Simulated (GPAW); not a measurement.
## CdSe (Cadmoselite) in GPAW: the effect of volume scale

CdSe (Cadmoselite):

```xyz
4
Lattice="4.2122 0.0000 0.0000 -2.1061 3.6479 0.0000 0.0000 0.0000 6.8767" Properties=species:S:1:pos:R:3 pbc="T T T"
Cd    2.1061    1.2160    3.4383
Cd    0.0000    2.4319    0.0000
Se    2.1061    1.2160    6.0859
Se    0.0000    2.4319    2.6475
```

Alike in all runs:

- Program: GPAW 26.7.0
- Task: dielectric tensor
- Functional: LDA
- Potentials or basis: the program's PAW data sets (release 1.2.1) made for this functional
- Cutoff: 500 eV
- Basis: pw
- k mesh: 6 × 6 × 3
- Occupations: fermi-dirac, width 0.001 eV
- Spin: no spin polarisation

| volume scale | gap on the mesh (eV) | dielectric constant (mean) |
| --- | --- | --- |
| 0.94 | 0.55 | 9.21 |
| 0.96 | 0.50 | 9.76 |
| 0.98 | ? | ? |
| 1 | 0.42 | 11.41 |
| 1.02 | 0.38 | 12.71 |
| 1.04 | 0.35 | 14.50 |
| 1.06 | 0.31 | 17.04 |

Task: What does the run with volume scale 0.98 give?

Result: gap on the mesh 0.46 eV; dielectric constant 10.47 mean.

Worked out: A straight line through the other rows of the gap on the mesh, of slope -1.97 eV per unit of volume scale, gives 0.46 eV, against the run's 0.46. A parabola through the other rows of the dielectric constant, of slope 43.4  per unit of volume scale there, gives 10.27 , against the run's 10.47.

Caveats: the gap is small at this level, which inflates the dielectric constant; the long-wavelength limit can be off by several per cent where d states take part; an odd mesh through Γ misses points on the zone boundary, where band edges often lie.
